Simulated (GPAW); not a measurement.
# Ni (Fm-3m) in GPAW: a series of runs

One crystal, Ni, is run at these levels: PBE+U, M06-L+D4; tasks: band structure, equation of state.

Program: GPAW 26.7.0. These are calculated values, not measurements. Logs are shortened: lines on timing, memory, paths and dates and some standing lists are left out, and cuts for length are marked. The log counts tension as positive stress, the text compression.

## Step 1: Starting point

The structure is cubic, space group Fm-3m (No. 225). The conventional cell has a = 3.475 Å, b = 3.475 Å, c = 3.475 Å, α = 90.00°, β = 90.00°, γ = 90.00°. Around Ni (site symmetry m-3m) lie 12 Ni at 2.46 Å.

## Step 2: Band structure, PBE+U, collinear spin, ferromagnetic start

run.py reads:

```python
from ase.dft.bandgap import bandgap
from ase.io import write
from ase.spacegroup import crystal
from ase.units import GPa
from gpaw import GPAW, PW

# Ni 4a
atoms = crystal(['Ni'],
                basis=[[0.0, 0.0, 0.0]],
                spacegroup=225, setting=1,  # Fm-3m
                cellpar=[3.47514587, 3.47514587, 3.47514587, 90.0, 90.0, 90.0],
                primitive_cell=True)
atoms.set_initial_magnetic_moments([1.0])

calc = GPAW(mode=PW(600),
            xc='PBE',
            kpts={'size': (11, 11, 11), 'gamma': True},
            occupations={'name': 'fermi-dirac', 'width': 0.05},
            setups={'Ni': ':d,5.3'},
            nbands=17,
            convergence={'density': 1e-05, 'energy': 1e-05},
            maxiter=150,
            txt='gpaw.txt')
atoms.calc = calc
energy = atoms.get_potential_energy()
forces = atoms.get_forces()
stress = atoms.get_stress()
calc.write('gs.gpw')
write('result.traj', atoms)
print(f'Energy: {energy:.6f} eV')
print('Forces (eV/A):')
print(forces.round(4))
print('Stress (GPa):', (stress / GPa).round(3))
print('Moments:', calc.get_magnetic_moments().round(3))
print('Fermi level:', round(calc.get_fermi_level(), 4), 'eV')
print(f'Gap: {bandgap(calc)[0]:.4f} eV, direct: {bandgap(calc, direct=True)[0]:.4f} eV')

path = atoms.cell.bandpath('GXWKGLUWLK,UX', npoints=100, eps=1e-4)
bs_calc = calc.fixed_density(kpts=path, symmetry='off', nbands=25,
                             convergence={'bands': 'CBM+6.0', 'eigenstates': 1e-6}, txt='bands.txt')
bs = bs_calc.band_structure()
bs.write('bs.json')
print(f'Gap on the path: {bandgap(bs_calc)[0]:.4f} eV')
```

Potentials or basis: GPAW PAW data sets (gpaw-data 1.2.1), pw.

On the command line:

```console
$ OMP_NUM_THREADS=1 python run.py
```

gpaw.txt:

```text
__  _  _
 | _ |_)|_||  |
 |__||  | ||/\| - 26.7.0

Input parameters:
  mode=PW(ecut=600.0),
  convergence={'density': 1e-05, 'energy': 1e-05},
  kpts=MonkhorstPack(size=(11, 11, 11), gamma=True),
  maxiter=150,
  nbands=17,
  occupations=Occupations(name='fermi-dirac', width=0.05),
  setups={'Ni': ':d,5.3'},
  xc=XC(name='PBE')

Diagonalizing LCAO Hamiltonian
Converting LCAO to pw mode

       Ni

Atoms  # Å, Bohr magnetons
|   | symbol |        x |        y |        z |    initial magnetic moments |
|---|--------|----------|----------|----------|-----------------------------|
| 0 |     Ni | 0.000000 | 0.000000 | 0.000000 | ( 0.0000,  0.0000,  1.0000) |

Unit cell  # Å
| periodic |        x |        y |        z |  lengths |    angles |
|----------|----------|----------|----------|----------|-----------|
|      yes | 0.000000 | 1.737573 | 1.737573 | 2.457299 | 60.000000 |
|      yes | 1.737573 | 0.000000 | 1.737573 | 2.457299 | 60.000000 |
|      yes | 1.737573 | 1.737573 | 0.000000 | 2.457299 | 60.000000 |

Number of symmetries: 48
Symmetry operations  # r_c * U_cc + t_c -> r_c
|    | kind |            matrix            |
|----|------|------------------------------|
|  0 |  σ   |  1, 0, 0,  1, 0,-1,  1,-1, 0 |
|  1 |  C2  |  1, 0, 0,  1,-1, 0,  1, 0,-1 |
|  2 |  E   |  1, 0, 0,  0, 1, 0,  0, 0, 1 |
|  3 |  σ   |  1, 0, 0,  0, 0, 1,  0, 1, 0 |
|  4 |  C4  |  1, 0,-1,  1, 0, 0,  1,-1, 0 |
|  5 |  S6  |  1, 0,-1,  1,-1, 0,  1, 0, 0 |
|  6 |  σ   |  1, 0,-1,  0, 1,-1,  0, 0,-1 |
|  7 |  C3  |  1, 0,-1,  0, 0,-1,  0, 1,-1 |
|  8 |  S6  |  1,-1, 0,  1, 0, 0,  1, 0,-1 |
|  9 |  C4  |  1,-1, 0,  1, 0,-1,  1, 0, 0 |
| 10 |  C3  |  1,-1, 0,  0,-1, 1,  0,-1, 0 |
| 11 |  σ   |  1,-1, 0,  0,-1, 0,  0,-1, 1 |
| 12 |  σ   |  0, 1, 0,  1, 0, 0,  0, 0, 1 |
| 13 |  C4  |  0, 1, 0,  0, 1,-1, -1, 1, 0 |
| 14 |  C3  |  0, 1, 0,  0, 0, 1,  1, 0, 0 |
| 15 |  S6  |  0, 1, 0, -1, 1, 0,  0, 1,-1 |
| 16 |  C2  |  0, 1,-1,  1, 0,-1,  0, 0,-1 |
| 17 |  σ   |  0, 1,-1,  0, 1, 0, -1, 1, 0 |
| 18 |  S4  |  0, 1,-1,  0, 0,-1,  1, 0,-1 |
| 19 |  C4  |  0, 1,-1, -1, 1, 0,  0, 1, 0 |
| 20 |  C3  |  0, 0, 1,  1, 0, 0,  0, 1, 0 |
| 21 |  σ   |  0, 0, 1,  0, 1, 0,  1, 0, 0 |
| 22 |  S6  |  0, 0, 1,  0,-1, 1, -1, 0, 1 |
| 23 |  C4  |  0, 0, 1, -1, 0, 1,  0,-1, 1 |
| 24 |  S4  |  0, 0,-1,  1, 0,-1,  0, 1,-1 |
| 25 |  C3  |  0, 0,-1,  0, 1,-1,  1, 0,-1 |
| 26 |  C2  |  0, 0,-1,  0,-1, 0, -1, 0, 0 |
| 27 |  S6  |  0, 0,-1, -1, 0, 0,  0,-1, 0 |
| 28 |  S4  |  0,-1, 1,  1,-1, 0,  0,-1, 0 |
| 29 |  C4  |  0,-1, 1,  0, 0, 1, -1, 0, 1 |
| 30 |  C2  |  0,-1, 1,  0,-1, 0,  1,-1, 0 |
| 31 |  σ   |  0,-1, 1, -1, 0, 1,  0, 0, 1 |
| 32 |  C3  |  0,-1, 0,  1,-1, 0,  0,-1, 1 |
| 33 |  S6  |  0,-1, 0,  0, 0,-1, -1, 0, 0 |
| 34 |  S4  |  0,-1, 0,  0,-1, 1,  1,-1, 0 |
| 35 |  C2  |  0,-1, 0, -1, 0, 0,  0, 0,-1 |
| 36 |  C2  | -1, 1, 0,  0, 1, 0,  0, 1,-1 |
| 37 |  S6  | -1, 1, 0,  0, 1,-1,  0, 1, 0 |
| 38 |  S4  | -1, 1, 0, -1, 0, 1, -1, 0, 0 |
| 39 |  C3  | -1, 1, 0, -1, 0, 0, -1, 0, 1 |
| 40 |  S6  | -1, 0, 1,  0, 0, 1,  0,-1, 1 |
| 41 |  C2  | -1, 0, 1,  0,-1, 1,  0, 0, 1 |
| 42 |  C3  | -1, 0, 1, -1, 1, 0, -1, 0, 0 |
| 43 |  S4  | -1, 0, 1, -1, 0, 0, -1, 1, 0 |
| 44 |  C2  | -1, 0, 0,  0, 0,-1,  0,-1, 0 |
| 45 |  i   | -1, 0, 0,  0,-1, 0,  0, 0,-1 |
| 46 |  σ   | -1, 0, 0, -1, 1, 0, -1, 0, 1 |
| 47 |  C2  | -1, 0, 0, -1, 0, 1, -1, 1, 0 |

BZ-sampling:
  Number of BZ points: 1331
  Number of IBZ points: 56

  Monkhorst-Pack size: [11, 11, 11]
  Monkhorst-Pack shift: [0, 0, 0]

K-points  # in reciprocal-cell coordinates
|     |                                coordinates |     weight |
|-----|--------------------------------------------|------------|
|   0 | (  0.00000000,   0.00000000,   0.00000000) | 0.00075131 |
|   1 | (  0.09090909,   0.09090909,   0.00000000) | 0.00450789 |
|   2 | (  0.09090909,   0.09090909,   0.09090909) | 0.00601052 |
|   3 | (  0.18181818,   0.09090909,   0.09090909) | 0.00901578 |
|   4 | (  0.18181818,   0.18181818,   0.00000000) | 0.00450789 |
|   5 | (  0.18181818,   0.18181818,   0.09090909) | 0.01803156 |
|   6 | (  0.18181818,   0.18181818,   0.18181818) | 0.00601052 |
|   7 | (  0.27272727,   0.18181818,   0.09090909) | 0.01803156 |
|   8 | (  0.27272727,   0.18181818,   0.18181818) | 0.01803156 |
|   9 | (  0.27272727,   0.27272727,   0.00000000) | 0.00450789 |
| ... |                                            |            |
|  55 | (  0.45454545,   0.45454545,   0.45454545) | 0.00601052 |

Plane wave coefficients: 360
Cutoff: 600.0 eV

Spin-components: 2 (collinear spins)
Bands:           17
Projectors:      6
Spin-degeneracy: 1
Datatype:        complex128

Parallelization:
  kpt:    1
  domain: 1
  band:   1

Density:
  Valence electrons: 16.0
  Components: 2
  Grid points: [14 14 14]
  Charge: 0.0  # |e|

Potential:
  Grid points: [14 14 14]

species:
  Ni:
    name:    Nickel
    Z:       28.0
    valence: 16
    core:    12
    charge:  0.0  # [|e|]
    Hubbard: {U: 5.3,  # eV
              l: 2,
              scale: True}
    compensation charges:
      type: gauss
      rc: 0.36  # [Å]
      lmax: 2
    cutoffs:
      filter: 2.14  # [Å]
      core: 1.98  # [Å]
    projectors
    | kind |    occ | energy [eV] | rcut [Å] |
    |------|--------|-------------|----------|
    |   4s |  2.000 |      -5.642 |    1.164 |
    |   3p |  6.000 |     -71.394 |    1.207 |
    |   4p |  0.000 |      -1.226 |    1.207 |
    |   3d |  8.000 |      -8.875 |    1.138 |
    |    s |        |      21.570 |    1.164 |
    |    d |        |      18.337 |    1.138 |

    Using partial waves for Ni as LCAO basis

Reference energy: -41367.998447  # eV

eigensolver:
  PPCG
  Converge bands: occupied
  niter=2

density mixing:
  MSR1-Mixer
  Pratt-step length: 0.05
  Maximum mixing coefficient: 0.75
  Old densities: 10
  SVD Regularization: 0.005
  Good broyden scale: 1.0
  Trust region scale: 1.0
  Backstep threshold: 4.0
  History deletion threshold: 6.0
  Fourier metric: weight=20.0, sigma=0.015

occupation numbers:
  Fermi-Dirac:
    width: 0.0500  # eV

poisson solver:
  ecut: 4800.0  # eV

xc functional:
  name: PBE with 2 nearest neighbor stencil

convergence criteria:
- Maximum integral of absolute [dens]ity change: 1e-05 electrons / valence electron
- Maximum [total energy] change in last 3 cyles: 1e-05 eV / valence electron
- Maximum integral of absolute [eigenst]ate change: 4e-08 eV^2 / valence electron
maximum number of iterations: 150

SCF iterations
|iter     | |      energy | eigst |  dens |  magmom |
|---------|-|-------------|-------|-------|---------|
|iter:   1| |   -4.060900 | -0.08 |       |  +1.0009|
|iter:   2| |   -4.031762 | -2.87 | -1.27 |  +0.9889|
|iter:   3| |   -4.117108 | -2.82 | -1.35 |  +0.9249|
|iter:   4| |   -4.218264 | -3.30 | -1.79 |  +0.8903|
|iter:   5| |   -4.312268 | -3.07 | -1.93 |  +0.8417|
|iter:   6| |   -4.327009 | -4.32 | -2.28 |  +0.8426|
|iter:   7| |   -4.327423 | -4.03 | -2.18 |  +0.8626|
|iter:   8| |   -4.323399 | -4.73 | -2.34 |  +0.8942|
|iter:   9| |   -4.329850 | -4.33 | -2.46 |  +0.9042|
|iter:  10| |   -4.329921 | -6.46 | -2.96 |  +0.8964|
|iter:  11| |   -4.329925c| -8.08c| -3.78 |  +0.8951|
|iter:  12| |   -4.329925c| -7.78c| -4.69 |  +0.8948|
|iter:  13| |   -4.329925c| -8.14c| -5.01c|  +0.8948|

Converged in 13 steps
Energy contributions relative to reference atoms: (reference = -41367.998447)

Energy contributions:
  Kinetic:          19.361013
  Coulomb:         -15.016901
  Zero:              0.030003
  External:          0.000000
  Xc:               -8.699412
  Entropy:          -0.009256
  Spinorbit:         0.000000
  ----------------------------
  Free energy:      -4.334553
  Extrapolated:     -4.329925

dipole moment: (-7.023721, -7.023721, -7.023721)  # |e|*Ang

Total magnetic moment: (0.000000, 0.000000, 0.894805)

Local magnetic moments
|        x |        y |        z |
|----------|----------|----------|
| 0.000000 | 0.000000 | 0.978123 |  # Ni   0

Fermi level: 8.946
Eigenvalues  # (at kpt = [0.000, 0.000, 0.000])
| band index |      eig [eV] | occ [0-1] |      eig [eV] | occ [0-1] |
|------------|---------------|-----------|---------------|-----------|
|          0 |       -54.378 |     1.000 |       -53.124 |     1.000 |
|          1 |       -54.378 |     1.000 |       -53.124 |     1.000 |
|          2 |       -54.378 |     1.000 |       -53.124 |     1.000 |
|          3 |        -0.308 |     1.000 |        -0.472 |     1.000 |
|          4 |         4.370 |     1.000 |         6.710 |     1.000 |
|          5 |         4.370 |     1.000 |         6.710 |     1.000 |
[... 9 lines left out ...]
|         15 |        38.333 |     0.000 |        39.597 |     0.000 |
|         16 |        42.942 |     0.000 |        42.739 |     0.000 |

No gap
No difference between direct/indirect transitions

Forces  # eV/Ang
|       x |        y |       z |
|---------|----------|---------|
| 0.00000 | -0.00000 | 0.00000 |  # Ni   0

Stress tensor  # eV/Ang^3
|         x |         y |         z |
|-----------|-----------|-----------|
| -0.066788 | -0.000000 |  0.000000 |
| -0.000000 | -0.066788 |  0.000000 |
|  0.000000 |  0.000000 | -0.066788 |

# Writing to gs.gpw (mode='')
```

Wall time 32 s (1 thread of Arm Neoverse V1, shared host); peak memory 0.18 GiB.

What came out:

- Free energy: -4.3346 eV
- Pressure: 10.7 GPa
- Band gap along the path: none (metal or under the smearing width)
- Net moment: 0.89 μB per cell
- Site moments: Ni +0.98 μB

Levels at the corners of the path, in eV from the Fermi level:
Spin up:
```csv
point,band 4,band 5,band 6,band 7,band 8,band 9,band 10
Γ,-9.25,-4.58,-4.58,-4.58,-3.13,-3.13,24.22
X,-6.44,-6.34,-2.49,-2.49,-2.35,2.51,9.04
W,-5.56,-5.03,-5.03,-3.14,-2.49,7.65,7.65
K,-5.93,-5.56,-3.96,-2.93,-2.76,5.59,7.14
Γ,-9.25,-4.58,-4.58,-4.58,-3.13,-3.13,24.22
L,-6.58,-4.44,-4.44,-2.53,-2.53,-0.37,5.34
U,-5.93,-5.56,-3.96,-2.93,-2.76,5.59,7.14
W,-5.56,-5.03,-5.03,-3.14,-2.49,7.65,7.65
L,-6.58,-4.44,-4.44,-2.53,-2.53,-0.37,5.34
K,-5.93,-5.56,-3.96,-2.93,-2.76,5.59,7.14
U,-5.93,-5.56,-3.96,-2.93,-2.76,5.59,7.14
X,-6.44,-6.34,-2.49,-2.49,-2.35,2.51,9.04
```
Spin down:
| point | band 4 | band 5 | band 6 | band 7 | band 8 | band 9 | band 10 |
| --- | --- | --- | --- | --- | --- | --- | --- |
| Γ | -9.42 | -2.24 | -2.24 | -1.51 | -1.51 | -1.51 | 23.65 |
| X | -5.90 | -3.67 | -1.42 | 0.90 | 0.90 | 2.30 | 9.37 |
| W | -4.96 | -2.46 | -2.46 | -2.29 | 0.90 | 8.29 | 8.29 |
| K | -5.10 | -3.25 | -2.05 | -1.40 | 0.58 | 6.28 | 7.63 |
| Γ | -9.42 | -2.24 | -2.24 | -1.51 | -1.51 | -1.51 | 23.65 |
| L | -4.58 | -3.05 | -3.05 | -0.56 | 0.17 | 0.17 | 6.76 |
| U | -5.10 | -3.25 | -2.05 | -1.40 | 0.58 | 6.28 | 7.63 |
| W | -4.96 | -2.46 | -2.46 | -2.29 | 0.90 | 8.29 | 8.29 |
| L | -4.58 | -3.05 | -3.05 | -0.56 | 0.17 | 0.17 | 6.76 |
| K | -5.10 | -3.25 | -2.05 | -1.40 | 0.58 | 6.28 | 7.63 |
| U | -5.10 | -3.25 | -2.05 | -1.40 | 0.58 | 6.28 | 7.63 |
| X | -5.90 | -3.67 | -1.42 | 0.90 | 0.90 | 2.30 | 9.37 |

Caveat: the stock nickel data set gives pressures a few GPa off other programs; the U is typed as a test and isn't derived for this compound.

## Step 3: Equation of state, M06-L+D4, collinear spin, ferromagnetic start

run.py reads:

```python
from ase.calculators.mixing import SumCalculator
from ase.eos import EquationOfState
from ase.io import Trajectory, read
from ase.units import GPa
from dftd4.ase import DFTD4
from gpaw import GPAW, PW

atoms = read('Ni.cif')
atoms.set_initial_magnetic_moments([1.0])

traj = Trajectory('eos.traj', 'w')
volumes, energies = [], []
for x in [0.94, 0.96, 0.98, 1.0, 1.02, 1.04, 1.06]:
    a = atoms.copy()
    a.set_cell(atoms.cell * x**(1 / 3), scale_atoms=True)
    calc = GPAW(mode=PW(600),
                xc='M06-L',
                kpts={'size': (11, 11, 11), 'gamma': True},
                occupations={'name': 'fermi-dirac', 'width': 0.05},
                nbands=17,
                convergence={'density': 1e-05, 'energy': 1e-05},
                maxiter=150,
                txt=f'eos-{x:.2f}.txt')
    a.calc = SumCalculator([calc, DFTD4(method='m06l')])
    energies.append(a.get_potential_energy())
    volumes.append(a.get_volume())
    p = -a.get_stress()[:3].mean() / GPa
    calc.write(f'eos-{x:.2f}.gpw')
    traj.write(a)
    print(f'{x:.2f} {volumes[-1]:10.4f} A^3 {energies[-1]:14.6f} eV {p:9.3f} GPa', flush=True)

v0, e0, B = EquationOfState(volumes, energies, eos='birchmurnaghan').fit()
print(f'V0 = {v0:.4f} A^3, E0 = {e0:.6f} eV, B0 = {B / GPa:.2f} GPa')
```

Ni.cif reads:

```cif
data_Ni
_cell_length_a 2.45729921
_cell_length_b 2.45729921
_cell_length_c 2.45729921
_cell_angle_alpha 60.00000000
_cell_angle_beta 60.00000000
_cell_angle_gamma 60.00000000
_space_group_name_H-M_alt 'P1'
_space_group_name_Hall 'P 1'
_space_group_IT_number 1
loop_
_space_group_symop_operation_xyz
'x,y,z'
loop_
_atom_site_label
_atom_site_type_symbol
_atom_site_symmetry_multiplicity
_atom_site_Wyckoff_symbol
_atom_site_fract_x
_atom_site_fract_y
_atom_site_fract_z
_atom_site_occupancy
Ni1 Ni 1 a 0.0000000000 0.0000000000 0.0000000000 1
```

Potentials or basis: GPAW PAW data sets (gpaw-data 1.2.1), pw.

On the command line:

```console
$ OMP_NUM_THREADS=1 python run.py
```

It took 11 min on 1 thread of Arm Neoverse V1, shared host; peak memory 0.54 GiB.

The run converged. Its results:

* Equilibrium volume: 10.10 Å³/atom (rough: see the caveat)
* Bulk modulus: 314 GPa (rough)

Energy against volume, from the lowest point:
```csv
volume (Å³/atom),energy (meV/atom)
9.862,5.75
10.072,0.00
10.282,3.32
10.492,13.91
10.702,30.87
10.912,53.80
11.122,81.27
```

Caveat: the points scatter about the fit; the PAW data sets were made with another functional, which shifts forces and pressure a little.
